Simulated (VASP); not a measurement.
Set up this calculation in VASP 6.6.1, as the native input.

```yaml
Task: relaxation of cell and atoms
Functional: PBE
Dispersion: D3(BJ)
Potentials_or_basis: VASP PAW PBE potentials, release 64 (Ti_sv, Se)
Cutoff: 520 eV
k_mesh: 6 × 6 × 4
Occupations: gaussian, width 0.02 eV
Spin: no spin polarisation
Further_INCAR_settings: ALGO = Normal; EDIFF = 1e-07; IBRION = 2; EDIFFG = -0.002; NSW = 80; ISIF = 3
```

The structure of TiSe2 lies in POSCAR:

```
TiSe2
1.0
    3.5360000000      0.0000000000      0.0000000000
   -1.7680000000      3.0622658300      0.0000000000
    0.0000000000      0.0000000000      6.0040000000
Ti Se
1 2
Direct
    0.0000000000      0.0000000000      0.0000000000
    0.3333333300      0.6666666700      0.2552000000
    0.6666666700      0.3333333300      0.7448000000
```

One way to write it, as run:

INCAR

```
SYSTEM = TiSe2
PREC = Accurate
ENCUT = 520
EDIFF = 1E-7
ISMEAR = 0
SIGMA = 0.02
LREAL = .FALSE.
LASPH = .TRUE.
NELM = 100
ALGO = Normal
ISIF = 3
LWAVE = .FALSE.
LCHARG = .FALSE.
GGA = PE
IVDW = 12
IBRION = 2
NSW = 80
EDIFFG = -0.002
```

KPOINTS

```
Automatic mesh
0
G
  6 6 4
  0 0 0
```

Potentials or basis: VASP PAW PBE potentials, release 64 (Ti_sv, Se).

Command:

```sh
$ cat potpaw_PBE.64/Ti_sv/POTCAR potpaw_PBE.64/Se/POTCAR > POTCAR
$ mpirun -np 1 vasp_std > vasp.out
```

It gave:

```yaml
Relaxed_volume: 20.59 Å³/atom
Relaxed_cell: a = 3.478 Å, b = 3.478 Å, c = 5.897 Å, α = 90.00°, β = 90.00°, γ = 120.00°
Space_group_after_relaxing_to_0.05_Å: P-3m1 (No. 164)
Energy_gained_by_relaxing: 8.1 meV/atom
Ionic_steps: 15
Pressure_after_relaxing: 0.0 GPa
Band_gap_on_the_k_mesh: none (metal or under the smearing width)
Dispersion_energy_per_atom: -0.449 eV
```

It took 2 min on 1 thread of Intel(R) Xeon(R) 6975P-C (Granite Rapids), with other jobs on the host, peak memory 0.22 GiB.
